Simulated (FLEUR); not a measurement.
## Si in FLEUR: convergence with Kmax

Crystal: Si.

```
CELL_PARAMETERS angstrom
-2.37137 2.37137 1.32927
2.37137 -2.37137 1.32927
2.37137 2.37137 -1.32927
ATOMIC_POSITIONS crystal
Si 0.50062 0.50499 0.99094
Si 0.25566 0.75901 0.49494
```

This isn't the form of Si at room conditions, which is diamond.

The cell isn't the ideal one: atoms moved at random.

```yaml
Program: FLEUR MaX-R8.1 (later development tree)
Task: convergence study
Functional: PBE
Potentials_or_basis: all-electron
Basis: FLAPW
Kmax: 2.6 1/bohr
k_mesh: 5 × 5 × 5
Occupations: fermi-dirac, width 0.05 eV
Spin: no spin polarisation
```

These are the settings of the first run; the series varies Kmax, with any setting tied to it.

Hardware: 1 thread of Arm Neoverse V1, on a shared host.

Q: The values tried are 2.6, 3, 3.4, 3.8, 4.2, 4.6, 5, 5.5, loosest first. From which on does the energy stay within 1 meV/atom of the tightest run that finished?

A: From 4.2 on.

| Kmax | energy less the tightest run, at zero smearing (meV/atom) | SCF cycles | CPU time (s) | peak memory (GiB) |
| --- | --- | --- | --- | --- |
| 2.6 | 184.89 | 15 | 54 | 0.1 |
| 3 | 49.58 | 15 | 58 | 0.1 |
| 3.4 | 14.22 | 15 | 62 | 0.1 |
| 3.8 | 3.61 | 15 | 68 | 0.1 |
| 4.2 | 0.94 | 15 | 80 | 0.11 |
| 4.6 | 0.24 | 15 | 95 | 0.11 |
| 5 | 0.06 | 15 | 120 | 0.11 |
| 5.5 | 0.00 | 15 | 170 | 0.11 |

The tightest run that finished is the yardstick and may itself not be fully converged.

Caveat, for the tightest run too: the k mesh is coarse (spacing up to 0.54 Å⁻¹), so the values aren't converged.
